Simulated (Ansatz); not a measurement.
Ansatz input file:

```yaml
crystal:
  lattice:
    - [14.8, 0.0, 0.0]
    - [0.0, 14.1, 0.0]
    - [0.0, 0.0, 4.2245145362]
  atoms:
    - { symbol: B, position: [0.3705449276, 0.4738495123, 0.9998058547] }
    - { symbol: B, position: [0.5431516908, 0.4738495123, 0.9998058547] }
    - { symbol: B, position: [0.4568483092, 0.6307524385, 0.9998058547] }
    - { symbol: B, position: [0.5431516908, 0.3692475615, 0.4998058547] }
    - { symbol: B, position: [0.4568483092, 0.5261504877, 0.4998058547] }
    - { symbol: B, position: [0.6294550724, 0.5261504877, 0.4998058547] }
    - { symbol: "N", position: [0.3705449276, 0.4738495123, 0.6251941453] }
    - { symbol: "N", position: [0.5431516908, 0.4738495123, 0.6251941453] }
    - { symbol: "N", position: [0.4568483092, 0.6307524385, 0.6251941453] }
    - { symbol: "N", position: [0.5431516908, 0.3692475615, 0.1251941453] }
    - { symbol: "N", position: [0.4568483092, 0.5261504877, 0.1251941453] }
    - { symbol: "N", position: [0.6294550724, 0.5261504877, 0.1251941453] }
    - { symbol: H, position: [0.3705449276, 0.3944197691, 0.0950197551] }
    - { symbol: H, position: [0.3050102469, 0.5135643839, 0.0950197551] }
    - { symbol: H, position: [0.3913136285, 0.6704673101, 0.0950197551] }
    - { symbol: H, position: [0.5223829898, 0.6704673101, 0.0950197551] }
    - { symbol: H, position: [0.4776170102, 0.3295326899, 0.5950197551] }
    - { symbol: H, position: [0.6086863715, 0.3295326899, 0.5950197551] }
    - { symbol: H, position: [0.6949897531, 0.4864356161, 0.5950197551] }
    - { symbol: H, position: [0.6294550724, 0.6055802309, 0.5950197551] }
    - { symbol: H, position: [0.3705449276, 0.4057668753, 0.5435822307] }
    - { symbol: H, position: [0.3143723442, 0.5078908308, 0.5435822307] }
    - { symbol: H, position: [0.4006757258, 0.664793757, 0.5435822307] }
    - { symbol: H, position: [0.5130208926, 0.664793757, 0.5435822307] }
    - { symbol: H, position: [0.4869791074, 0.335206243, 0.0435822307] }
    - { symbol: H, position: [0.5993242742, 0.335206243, 0.0435822307] }
    - { symbol: H, position: [0.6856276558, 0.4921091692, 0.0435822307] }
    - { symbol: H, position: [0.6294550724, 0.5942331247, 0.0435822307] }
basis:
  ecutwfc: 420
kpoints:
  mp_grid: { grid: [1, 1, 8] }
hamiltonian:
  xc: pbe
scf:
  occupations: { method: gaussian, width: 0.05 }
output:
  forces: true
  stress: true
  eigenvalues: true
  populations: true
  write_density: true
  write_potential: true
  elf: true
  volumetric_format: npy
relax:
  adjacent_minimum: "off"
  f_tol: 0.02
  max_steps: 45
  cell: { fix: [a, b, alpha, beta, gamma], stress_tol: 0.03 }
```

Launched with
```bash
ansatz run input.yaml --threads 4 --pin off --max-ram 11264MiB --backend cpu --events-out ev --progress --plain --runs-dir out
```

The calculation used DFT PBE, scalar-relativistic, plane waves, PAW in Ansatz 0.2.0.

Abridged output:

```
Pseudopotentials: kind: paw
Pseudopotential: B, paw, valence charge 3, recommended cutoff 420 eV (normal)
Pseudopotential: N, paw, valence charge 5, recommended cutoff 420 eV (normal)
Pseudopotential: H, paw, valence charge 1, recommended cutoff 420 eV (normal)
Functional definition: PBE
Crystal: 28 atoms, lattice volume = 881.572 Å³
Basis set: ecut = 420 eV, 17181 PW (Γ), exchange–correlation on 200×192×60 points (8 copies of the dense FFT grid, shifted against one another)
Bands: 60, of which v1, the nominal top of the filled ones, is band 32 counted from 1 (31 counted from 0)
Symmetry: 2 space group operations
Space group: P21 (ITA 4), of the structure as read, at distance tolerance 9.6e-5 Å
k-points: 5 of 8 (time reversal used)
Initial density: superposition of atomic densities (neutral atoms: chi_scale 0, normalization atom), corrected by the library's trained network
Initial wavefunctions: pseudopotential atomic-orbital guess
Functional: x = pbe(κ = 0.804, μ = 0.21951497), c = pbe(β = 0.06672455)
SCF iter   1: F=—  HF=-3505.254569 eV  |F-HF|=—  |Δ(HF+E_count)|=         —  Δρ=2.64e-3  dr2=9.37e-2  ethr=1.77e-3  ⟨swp⟩=9.0  Hψ=1869  notcnv=0  defer=47
SCF iter   2: F=—  HF=-3505.241349 eV  |F-HF|=—  |Δ(HF+E_count)|=   1.32e-2  Δρ=1.13e-3  dr2=1.39e-2  ethr=1.46e-4  ⟨swp⟩=3.0  Hψ=516  notcnv=0  defer=99
SCF iter   3: F=—  HF=-3505.244963 eV  |F-HF|=—  |Δ(HF+E_count)|=   3.61e-3  Δρ=4.44e-4  dr2=1.89e-3  ethr=2.17e-5  ⟨swp⟩=3.2  Hψ=403  notcnv=0  defer=99
SCF iter   4: F=—  HF=-3505.245469 eV  |F-HF|=—  |Δ(HF+E_count)|=   5.06e-4  Δρ=1.53e-4  dr2=1.84e-4  ethr=2.96e-6  ⟨swp⟩=2.0  Hψ=382  notcnv=0  defer=99
SCF iter   5: F=—  HF=-3505.245540 eV  |F-HF|=—  |Δ(HF+E_count)|=   7.07e-5  Δρ=4.64e-5  dr2=1.38e-5  ethr=2.87e-7  ⟨swp⟩=2.0  Hψ=374  notcnv=0  defer=99
SCF iter   6: F=—  HF=-3505.245515 eV  |F-HF|=—  |Δ(HF+E_count)|=   2.42e-5  Δρ=1.23e-5  dr2=1.18e-6  ethr=2.15e-8  ⟨swp⟩=2.0  Hψ=446  notcnv=0  defer=99
SCF iter   7: F=-3505.245516 eV  HF=-3505.245516 eV  |F-HF|=4.32e-7  |Δ(HF+E_count)|=   1.02e-7  Δρ=3.19e-6  dr2=5.86e-8  ethr=1.56e-10  ⟨swp⟩=28.2  Hψ=3298  notcnv=0
SCF iter   8: F=-3505.245516 eV  HF=-3505.245516 eV  |F-HF|=5.69e-9  |Δ(HF+E_count)|=   4.41e-7  Δρ=8.98e-7  dr2=8.93e-9  ethr=9.16e-11  ⟨swp⟩=15.0  Hψ=2266  notcnv=0
SCF iter   9: F=-3505.245516 eV  HF=-3505.245516 eV  |F-HF|=4.43e-10  |Δ(HF+E_count)|=   9.63e-9  Δρ=2.45e-7  dr2=4.28e-10  ethr=1.40e-11  ⟨swp⟩=9.8  Hψ=1801  notcnv=0
SCF 1 converged in 9 iterations: F = -3505.245516 eV  dr2 = 4.28e-10
relax step   1: F+E_penalty+E_count = -3505.24551605 eV  Δ(F+E_penalty+E_count) = +0.000e0 eV  max|allowed force component| = 1.092e0 eV/Å  Δτ_max = 0.0000 Å  P = +1.286 GPa  Ω = 881.572 Å³  fix = [a, b, alpha, beta, gamma]  reactions: a +0.845, b +0.670 GPa; gamma +0.154 GPa/rad (9 SCF iters, dr2 threshold 1.00e-7 eV, accepted)
Crystal: 28 atoms, lattice volume = 918.476 Å³
Basis set: ecut = 420 eV, 17965 PW (Γ), exchange–correlation on 200×192×60 points (8 copies of the dense FFT grid, shifted against one another)
Initial density: handed on by an earlier stage of this run
Initial wavefunctions: those handed on with the density
SCF iter   1: F=—  HF=-3505.904321 eV  |F-HF|=—  |Δ(HF+E_count)|=         —  Δρ=1.16e-2  dr2=8.56e-1  ethr=1.33e-3  ⟨swp⟩=4.6  Hψ=1585  notcnv=0
SCF iter   2: F=—  HF=-3505.709348 eV  |F-HF|=—  |Δ(HF+E_count)|=   1.95e-1  Δρ=5.14e-3  dr2=1.08e-1  ethr=1.33e-3  ⟨swp⟩=3.6  Hψ=661  notcnv=0  defer=25
SCF iter   3: F=—  HF=-3505.711791 eV  |F-HF|=—  |Δ(HF+E_count)|=   2.44e-3  Δρ=1.87e-3  dr2=2.05e-2  ethr=1.68e-4  ⟨swp⟩=2.0  Hψ=461  notcnv=0  defer=102
SCF iter   4: F=—  HF=-3505.710092 eV  |F-HF|=—  |Δ(HF+E_count)|=   1.70e-3  Δρ=5.57e-4  dr2=1.42e-3  ethr=3.21e-5  ⟨swp⟩=2.0  Hψ=338  notcnv=0  defer=102
SCF iter   5: F=—  HF=-3505.710394 eV  |F-HF|=—  |Δ(HF+E_count)|=   3.03e-4  Δρ=1.16e-4  dr2=9.17e-5  ethr=2.22e-6  ⟨swp⟩=2.0  Hψ=375  notcnv=0  defer=102
SCF iter   6: F=—  HF=-3505.710410 eV  |F-HF|=—  |Δ(HF+E_count)|=   1.60e-5  Δρ=2.98e-5  dr2=4.99e-6  ethr=1.43e-7  ⟨swp⟩=2.0  Hψ=361  notcnv=0  defer=102
SCF iter   7: F=-3505.710413 eV  HF=-3505.710414 eV  |F-HF|=3.58e-7  |Δ(HF+E_count)|=   3.25e-6  Δρ=9.81e-6  dr2=9.01e-7  ethr=4.38e-9  ⟨swp⟩=24.4  Hψ=3034  notcnv=0
SCF iter   8: F=-3505.710414 eV  HF=-3505.710414 eV  |F-HF|=4.91e-9  |Δ(HF+E_count)|=   2.12e-8  Δρ=2.71e-6  dr2=5.59e-8  ethr=1.41e-9  ⟨swp⟩=10.0  Hψ=1918  notcnv=0
SCF iter   9: F=-3505.710414 eV  HF=-3505.710414 eV  |F-HF|=3.76e-9  |Δ(HF+E_count)|=   2.32e-8  Δρ=7.32e-7  dr2=2.77e-9  ethr=8.74e-11  ⟨swp⟩=8.0  Hψ=1742  notcnv=0
SCF 2 converged in 9 iterations: F = -3505.710414 eV  dr2 = 2.77e-9
relax step   2: F+E_penalty+E_count = -3505.71041364 eV  Δ(F+E_penalty+E_count) = -4.649e-1 eV  max|allowed force component| = 4.182e-1 eV/Å  Δτ_max = 0.1321 Å  P = +0.302 GPa  Ω = 918.476 Å³  energy of the carried Pulay correction = -2.931e-2 eV  fix = [a, b, alpha, beta, gamma]  reactions: a +0.325, b +0.538 GPa; gamma -0.182 GPa/rad (9 SCF iters, dr2 threshold 2.80e-6 eV, accepted)
Crystal: 28 atoms, lattice volume = 911.117 Å³
Basis set: ecut = 420 eV, 17821 PW (Γ), exchange–correlation on 200×192×60 points (8 copies of the dense FFT grid, shifted against one another)
SCF iter   1: F=—  HF=-3505.816855 eV  |F-HF|=—  |Δ(HF+E_count)|=         —  Δρ=3.70e-3  dr2=7.08e-2  ethr=1.13e-4  ⟨swp⟩=4.6  Hψ=1314  notcnv=0
SCF iter   2: F=—  HF=-3505.803496 eV  |F-HF|=—  |Δ(HF+E_count)|=   1.34e-2  Δρ=1.56e-3  dr2=8.31e-3  ethr=1.11e-4  ⟨swp⟩=2.0  Hψ=549  notcnv=0
SCF iter   3: F=—  HF=-3505.804289 eV  |F-HF|=—  |Δ(HF+E_count)|=   7.93e-4  Δρ=5.54e-4  dr2=1.23e-3  ethr=1.30e-5  ⟨swp⟩=2.4  Hψ=474  notcnv=0
SCF iter   4: F=—  HF=-3505.804344 eV  |F-HF|=—  |Δ(HF+E_count)|=   5.49e-5  Δρ=1.55e-4  dr2=1.56e-4  ethr=1.92e-6  ⟨swp⟩=2.0  Hψ=445  notcnv=0
SCF iter   5: F=—  HF=-3505.804338 eV  |F-HF|=—  |Δ(HF+E_count)|=   5.83e-6  Δρ=3.02e-5  dr2=7.08e-6  ethr=2.44e-7  ⟨swp⟩=2.0  Hψ=436  notcnv=0
SCF iter   6: F=-3505.804340 eV  HF=-3505.804340 eV  |F-HF|=5.13e-8  |Δ(HF+E_count)|=   1.30e-6  Δρ=8.62e-6  dr2=5.92e-7  ethr=4.38e-9  ⟨swp⟩=19.2  Hψ=2568  notcnv=0
SCF 3 converged in 6 iterations: F = -3505.804340 eV  dr2 = 5.92e-7
relax step   3: F+E_penalty+E_count = -3505.80433959 eV  Δ(F+E_penalty+E_count) = -9.393e-2 eV  max|allowed force component| = 1.436e-1 eV/Å  Δτ_max = 0.0456 Å  P = +0.140 GPa  Ω = 911.117 Å³  energy of the carried Pulay correction = -2.356e-2 eV  fix = [a, b, alpha, beta, gamma]  reactions: a +0.091, b +0.164 GPa; gamma -0.062 GPa/rad (6 SCF iters, dr2 threshold 2.80e-6 eV, accepted)
Crystal: 28 atoms, lattice volume = 910.081 Å³
   ...
SCF iter   2: F=—  HF=-3505.850223 eV  |F-HF|=—  |Δ(HF+E_count)|=   1.19e-4  Δρ=2.16e-4  dr2=1.55e-4  ethr=1.30e-6  ⟨swp⟩=2.6  Hψ=434  notcnv=0
SCF iter   3: F=—  HF=-3505.850235 eV  |F-HF|=—  |Δ(HF+E_count)|=   1.22e-5  Δρ=6.20e-5  dr2=2.99e-5  ethr=2.42e-7  ⟨swp⟩=3.0  Hψ=460  notcnv=0
SCF iter   4: F=—  HF=-3505.850236 eV  |F-HF|=—  |Δ(HF+E_count)|=   1.24e-6  Δρ=1.40e-5  dr2=1.06e-6  ethr=4.67e-8  ⟨swp⟩=2.0  Hψ=440  notcnv=0
SCF iter   5: F=—  HF=-3505.850159 eV  |F-HF|=—  |Δ(HF+E_count)|=   7.79e-5  Δρ=3.51e-6  dr2=7.27e-8  ethr=1.66e-9  ⟨swp⟩=2.0  Hψ=440  notcnv=0
SCF iter   6: F=-3505.850159 eV  HF=-3505.850159 eV  |F-HF|=1.36e-10  |Δ(HF+E_count)|=   2.72e-8  Δρ=9.87e-7  dr2=7.06e-9  ethr=2.36e-11  ⟨swp⟩=15.0  Hψ=2141  notcnv=0
SCF 7 converged in 6 iterations: F = -3505.850159 eV  dr2 = 7.06e-9
relax step   7: F+E_penalty+E_count = -3505.85015857 eV  Δ(F+E_penalty+E_count) = +4.749e-4 eV  max|allowed force component| = 7.388e-3 eV/Å  Δτ_max = 0.0062 Å  P = +0.000 GPa  Ω = 912.068 Å³  energy of the carried Pulay correction = -9.342e-4 eV  fix = [a, b, alpha, beta, gamma]  reactions: a +0.003, b -0.001 GPa; gamma +0.003 GPa/rad (6 SCF iters, dr2 threshold 1.51e-8 eV, accepted)
SCF iter   1: F=—  HF=-3505.850097 eV  |F-HF|=—  |Δ(HF+E_count)|=         —  Δρ=2.29e-5  dr2=1.49e-7  ethr=3.60e-7  ⟨swp⟩=7.8  Hψ=2794  notcnv=0
SCF iter   2: F=—  HF=-3505.850725 eV  |F-HF|=—  |Δ(HF+E_count)|=   6.29e-4  Δρ=1.15e-5  dr2=5.13e-8  ethr=2.33e-10  ⟨swp⟩=3.4  Hψ=634  notcnv=0  defer=1
SCF iter   3: F=—  HF=-3505.851028 eV  |F-HF|=—  |Δ(HF+E_count)|=   3.03e-4  Δρ=4.62e-6  dr2=8.46e-9  ethr=8.02e-11  ⟨swp⟩=3.0  Hψ=395  notcnv=0  defer=1
SCF iter   4: F=—  HF=-3505.851139 eV  |F-HF|=—  |Δ(HF+E_count)|=   1.10e-4  Δρ=5.16e-7  dr2=6.42e-10  ethr=1.32e-11  ⟨swp⟩=3.8  Hψ=533  notcnv=0  defer=1
SCF iter   5: F=-3505.851143 eV  HF=-3505.851143 eV  |F-HF|=1.64e-7  |Δ(HF+E_count)|=   4.35e-6  Δρ=7.88e-8  dr2=6.02e-11  ethr=1.00e-12  ⟨swp⟩=19.8  Hψ=2752  notcnv=0
SCF iter   6: F=-3505.851143 eV  HF=-3505.851143 eV  |F-HF|=3.20e-10  |Δ(HF+E_count)|=   1.64e-7  Δρ=2.85e-8  dr2=9.13e-12  ethr=1.00e-12  ⟨swp⟩=11.2  Hψ=1717  notcnv=0
SCF 8 converged in 6 iterations: F = -3505.851143 eV  dr2 = 9.13e-12
WARN: The output density's exchange-correlation potential varies sharply where the density is thin. Do not read a vacuum level from v_tot or v_xc, or from such a field of the output density. On a cell that repeats whose density bears no net charge and no dipole along the vacuum's axis use v_es (v_loc + v_h of the components); under efield.dipole_correction with no amplitude use v_es + v_field, which holds any external_charges[].barrier, or the levels of the report's work_function block, which leave it out; under a non-zero efield.amplitude the vacuum is tilted and has no level; on a cell that repeats and bears such a dipole with no correction it is tilted too, and efield.dipole_correction wi ...
SCF converged after 6 iterations
an eigenvalue changed by more than its tolerance at an iteration that met the thresholds in force, so the SCF went on 1 time: the last check found none over its tolerance
Free energy (F): -3505.851143 eV
Harris-Foulkes:  -3505.851143 eV  (|F-HF|=3.20e-10)
Internal energy: -3505.851143 eV  (E = F + TS)
E sigma→0 (E₀):  -3505.851143 eV
Fermi energy:    -2.003317 eV
--- Per-component energies (eV) ---
  E_band       = -695.108584
  E_kinetic    = 1321.401849
  E_local      = -18817.891836  (includes V_loc(G=0)·N_el)
  E_nonlocal   = 367.774215
  E_hartree    = 8727.057734
  E_xc         = -698.732497
  E_vxc        = -874.491277  (∫ρ·V_xc dr)
  E_paw        = -1247.843732  (= ΣΔE_a)
  E_vpaw       = -145.996237  (= ΣTr[D̂ρ^β])
  E_aug_tail   = -0.020748  (compensation charges beyond the density's cutoff)
  E_ewald      = 6842.403872
  E_smearing   =  0.000000  (= −TS)
--- Forces (eV/Å), atoms counted from 1 ---
  atom   1  B     -0.00454533     0.00520303     0.00536294
  atom   2  B      0.00740122    -0.00428959     0.00315285
  atom   3  B     -0.00672764     0.00134059     0.00535134
  atom   4  B      0.00672764    -0.00134059     0.00535134
  atom   5  B     -0.00740122     0.00428959     0.00315285
  atom   6  B      0.00454533    -0.00520303     0.00536294
  atom   7  N     -0.00131052     0.00234941    -0.00087193
  atom   8  N     -0.00548008     0.00316624    -0.00238368
  atom   9  N     -0.00271535    -0.00009437    -0.00091179
  atom  10  N      0.00271535     0.00009437    -0.00091179
  atom  11  N      0.00548008    -0.00316624    -0.00238368
  atom  12  N      0.00131052    -0.00234941    -0.00087193
  atom  13  H      0.00559874    -0.00407297    -0.00059097
  atom  14  H      0.00029633     0.00229630    -0.00523875
  atom  15  H     -0.00188771    -0.00138770    -0.00522737
  atom  16  H      0.00637114    -0.00281896    -0.00055788
  atom  17  H     -0.00637114     0.00281896    -0.00055788
  atom  18  H      0.00188771     0.00138770    -0.00522737
  atom  19  H     -0.00029633    -0.00229630    -0.00523875
  atom  20  H     -0.00559874     0.00407297    -0.00059097
  atom  21  H      0.00090471    -0.00051178     0.00031953
  atom  22  H     -0.00006125    -0.00141584     0.00064726
  atom  23  H      0.00118375     0.00074506     0.00064264
  atom  24  H      0.00094122    -0.00055923     0.00030398
  atom  25  H     -0.00094122     0.00055923     0.00030398
  atom  26  H     -0.00118375    -0.00074506     0.00064264
  atom  27  H      0.00006125     0.00141584     0.00064726
  atom  28  H     -0.00090471     0.00051178     0.00031953
--- Stress (GPa, compression-positive) ---
        0.003182      -0.003256       0.000000
       -0.003255      -0.001035       0.000000
        0.000000       0.000000       0.000402
  P = ⅓ Tr σ = 0.0008 GPa (0.008 kbar)
--- Band table (eV; the first three rows and the last of 5) ---
  k-point 0: bands = ["-22.2716", "-21.4070", "-20.7395", "-20.5244", "-19.1043", "-18.5032", "-12.5429", "-12.2669", "-11.9265", "-11.8657", "-11.4879", "-11.2288", "-11.0318", "-10.9341", "-10.4249", "-10.1147", "-9.3682", "-9.1960", "-8.9643", "-8.8403", "-8.7552", "-8.3713", "-7.5487", "-7.4234", "-6.4602", "-6.1010", "-5.6187", "-5.3475", "-5.2832", "-4.6868", "-4.5962", "-4.5899", "0.5833", "0.9646", "1.1725", "1.2093", "1.5267", "1.7841", "1.9567", "2.0746", "2.3284", "2.7691", "2.8950", "2.9162", "3.1533", "3.3648", "3.5489", "3.7251", "3.9517", "4.0064", "4.2334", "4.2383", "4.4060", "4.4954", "4.7178", "4.8507", "4.9413", "5.0050", "5.1733", "5.3078"]
  k-point 1: bands = ["-22.2128", "-21.3921", "-20.7232", "-20.5236", "-19.1439", "-18.6495", "-12.4734", "-12.2316", "-11.9464", "-11.8952", "-11.6996", "-11.2212", "-11.1654", "-10.5263", "-10.5066", "-10.3619", "-9.3691", "-9.3314", "-8.7934", "-8.6617", "-8.3372", "-8.2382", "-7.5359", "-7.3980", "-6.4518", "-6.1886", "-5.6419", "-5.3998", "-5.3859", "-4.7757", "-4.7041", "-4.6711", "0.6663", "1.0533", "1.2721", "1.3050", "1.6336", "1.8636", "2.0616", "2.1806", "2.4474", "2.9174", "3.0122", "3.0381", "3.2355", "3.5255", "3.6720", "3.8259", "3.9443", "3.9573", "4.2850", "4.3085", "4.4849", "4.5550", "4.7425", "4.8292", "4.9879", "5.0362", "5.1065", "5.2424"]
  k-point 2: bands = ["-22.0457", "-21.3694", "-20.6797", "-20.5255", "-19.2491", "-18.9829", "-12.3683", "-12.3477", "-12.0296", "-12.0131", "-11.6341", "-11.3648", "-11.2130", "-10.6496", "-10.5495", "-10.1486", "-9.4147", "-9.1746", "-8.4898", "-8.4694", "-7.6909", "-7.6651", "-7.6306", "-7.3680", "-6.3355", "-6.3086", "-5.8671", "-5.6334", "-5.5304", "-4.9817", "-4.9816", "-4.8734", "0.8880", "1.2856", "1.5729", "1.5733", "1.9364", "2.1210", "2.3636", "2.4648", "2.7981", "3.1101", "3.2815", "3.2867", "3.4475", "3.5296", "3.7758", "3.9330", "4.0059", "4.2159", "4.2470", "4.6247", "4.7126", "4.7579", "4.9397", "4.9661", "5.0880", "5.1066", "5.1886", "5.2878"]
  k-point 4: bands = ["-21.5586", "-21.5586", "-20.5726", "-20.5726", "-19.4210", "-19.4210", "-12.4440", "-12.4440", "-12.1741", "-12.1741", "-11.5965", "-11.5965", "-10.6644", "-10.6644", "-10.6577", "-10.6577", "-8.6704", "-8.6704", "-8.1293", "-8.1293", "-7.4854", "-7.4854", "-7.0206", "-7.0206", "-6.5525", "-6.5525", "-6.0202", "-6.0202", "-5.5706", "-5.5706", "-5.2225", "-5.2225", "1.4954", "1.4954", "2.1647", "2.1647", "2.5960", "2.5960", "3.1551", "3.1551", "3.3342", "3.3342", "3.3916", "3.3916", "3.6664", "3.6664", "3.9375", "3.9375", "4.1163", "4.1163", "4.3639", "4.3639", "4.5109", "4.5109", "4.6974", "4.6974", "4.9292", "4.9292", "5.1606", "5.1606"]
--- Relaxed structure (6 steps of the walk, 6 accepted, 2 SCFs on fresh bases) ---
  F+E_penalty+E_count = -3505.85114305 eV   max|allowed force component| = 7.401e-3 eV/Å   (the final SCF, on the basis selected at the relaxed cell)
  cell:  # Å, volume = 912.0678 Å³
    - [14.8, -2.07319298e-111, 0.0]
    - [-1.97513655e-111, 14.1, 0.0]
    - [0.0, 0.0, 4.37065246]
  atoms:
    - { symbol: B, position: [0.36804640, 0.47530301, 1.00163651] }
    - { symbol: B, position: [0.54160590, 0.47478287, 0.99722424] }
    - { symbol: B, position: [0.45440572, 0.63229968, 1.00163833] }
    - { symbol: B, position: [0.54559427, 0.36770031, 0.50163833] }
    - { symbol: B, position: [0.45839409, 0.52521712, 0.49722424] }
    - { symbol: B, position: [0.63195359, 0.52469698, 0.50163651] }
    - { symbol: N, position: [0.37199245, 0.47591771, 0.63583703] }
    - { symbol: N, position: [0.54360860, 0.47357187, 0.62946849] }
    - { symbol: N, position: [0.45587221, 0.62840818, 0.63583814] }
    - { symbol: N, position: [0.54412778, 0.37159181, 0.13583814] }
    - { symbol: N, position: [0.45639139, 0.52642812, 0.12946849] }
    - { symbol: N, position: [0.62800754, 0.52408228, 0.13583703] }
    - { symbol: H, position: [0.36408101, 0.39206648, 0.08180689] }
    - { symbol: H, position: [0.30016843, 0.51765963, 0.08176438] }
    - { symbol: H, position: [0.38552279, 0.67282736, 0.08176888] }
    - { symbol: H, position: [0.52110022, 0.67751796, 0.08181197] }
    - { symbol: H, position: [0.47889977, 0.32248203, 0.58181197] }
    - { symbol: H, position: [0.61447720, 0.32717263, 0.58176888] }
    - { symbol: H, position: [0.69983156, 0.48234036, 0.58176438] }
    - { symbol: H, position: [0.63591898, 0.60793351, 0.58180689] }
    - { symbol: H, position: [0.37153464, 0.40751389, 0.55693336] }
    - { symbol: H, position: [0.31518668, 0.50575654, 0.54336684] }
    - { symbol: H, position: [0.40285227, 0.66513119, 0.54337416] }
    - { symbol: H, position: [0.51208129, 0.66302675, 0.55693865] }
    - { symbol: H, position: [0.48791870, 0.33697324, 0.05693865] }
    - { symbol: H, position: [0.59714772, 0.33486880, 0.04337416] }
    - { symbol: H, position: [0.68481331, 0.49424345, 0.04336684] }
    - { symbol: H, position: [0.62846535, 0.59248610, 0.05693336] }
--- Löwdin populations: 28 sites ---
  site symbol q [e]
     0      B      3.1407
     1      B      2.6442
     2      B      3.1406
     3      B      3.1406
     4      B      2.6442
     5      B      3.1407
     6      N      5.3959
     7      N      5.2850
     8      N      5.3959
     9      N      5.3959
    10      N      5.2850
    11      N      5.3959
    12      H      1.0247
    13      H      1.0018
    14      H      1.0018
    15      H      1.0247
    16      H      1.0247
    17      H      1.0018
    18      H      1.0018
    19      H      1.0247
    20      H      0.6637
    21      H      0.6639
    22      H      0.6639
    23      H      0.6637
    24      H      0.6637
    25      H      0.6639
    26      H      0.6639
    27      H      0.6637
  spilling = 0.009038 (of n_electrons = 64.000000)
```

The relaxation met its thresholds.

The run took 100 s on 4 threads of Arm Neoverse V1, on a shared host, peak memory 1.4 GiB.